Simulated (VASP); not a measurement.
Crystal: CuI (Marshite).

```
Cu I
1.0
     0.00000    2.97300    2.97300
     2.97300    0.00000    2.97300
     2.97300    2.97300    0.00000
Cu I
1 1
Direct
  0.25000 0.25000 0.25000
  0.00000 0.00000 0.00000
```

Base run:

```yaml
Program: VASP 6.6.1
Functional: r2SCAN
Potentials_or_basis: VASP PAW PBE potentials, release 64 (Cu, I)
Cutoff: 520 eV
k_mesh: 8 × 8 × 8
Occupations: gaussian, width 0.03 eV
Spin: no spin polarisation
```

Its results: band gap on the k mesh 1.79 eV, direct.

**Question.** The run is repeated on the same cell with these changes: functional from r2SCAN to TB-mBJ. What comes out?

**Answer.** Band gap on the k mesh 2.34 eV, direct.

Caveats: spin-orbit coupling is left out, which moves the levels of the heavy elements.
